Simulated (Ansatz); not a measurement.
Cl: Quadrupolar parameters

The cell is a Materials Project structure (computed, not necessarily an observed phase), atoms as given.

Space group P4_2/ncm:1 (No. 138); a = 10.8155, c = 8.7799 Å.

```
site  Wyckoff  site symmetry       x       y       z
  Cl      16j              1  0.5974  0.3573  0.6441
```

One atom of each set is listed.

All values are calculated (Ansatz; DFT, r2SCAN, plane waves and PAW, scalar-relativistic, 500 eV cutoff, Γ-centred 3×3×4 k-points, Fermi–Dirac smearing 0.05 eV), not measured.

V_zz is the principal component of the electric field gradient with the largest magnitude, η = (V_xx − V_yy)/V_zz and C_Q = eQV_zz/h.

35Cl: I = 3/2, Q = -81.12 mb. Quadrupole moments are those of Pyykkö's year-2017 table.

| site | atoms | first shell | V_zz (10²¹ V/m²) | η | C_Q (MHz) |
| --- | --- | --- | --- | --- | --- |
| Cl | 16 | 1 Cl at 1.98 Å | 56.2 | 0.02 | -110 |

The structure holds Cl–Cl bonds (1.98 Å). At Cl V_zz points along its bond to Cl (within 1°).
